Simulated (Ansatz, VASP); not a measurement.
Two plane-wave programs on SnTe

```xyz
8
Lattice="4.5347 0.0000 0.0000 -2.2673 3.9271 0.0000 0.0000 0.0000 27.9589" Properties=species:S:1:pos:R:3 pbc="T T T"
Te    0.0000    2.6181    7.5000
Te    0.0000    0.0000   11.2025
Te    2.2673    1.3090   14.9051
Te    0.0000    2.6181   18.6076
Sn    2.2673    1.3090    9.3513
Sn    0.0000    2.6181   13.0538
Sn    0.0000    0.0000   16.7563
Sn    2.2673    1.3090   20.4589
```

Alike in both runs: task single point; functional PBE; k mesh 9 × 9 × 1; occupations gaussian, width 0.05 eV; no spin polarisation.

|  | VASP | Ansatz |
| --- | --- | --- |
| version | VASP 6.6.1 | Ansatz 0.2.0 |
| potentials or method | VASP PAW PBE potentials, release 64 (Te, Sn_d) | scalar-relativistic, plane waves, PAW |
| plane-wave cutoff (eV) | 520 | 420 |
| valence electrons in the cell | 80 | 120 |

```tsv
	VASP	Ansatz	Ansatz less VASP
gap on the k mesh at the Fermi level (eV)	none	none	-
rms of the force components (eV/Å)	0.553	0.554	+0.0018
work function, face that differs most (eV)	3.43	3.43	-0.002
```

A gap of «none» marks a metal or a gap that the smearing closes. The functional is the same, so the differences come from potentials, cutoffs and numerics. The two sets of potentials don't hold the same shells in valence. Ansatz warned: «xc_potential_rough_in_thin_density».

Spin-orbit coupling is left out, which matters for the levels of Te.
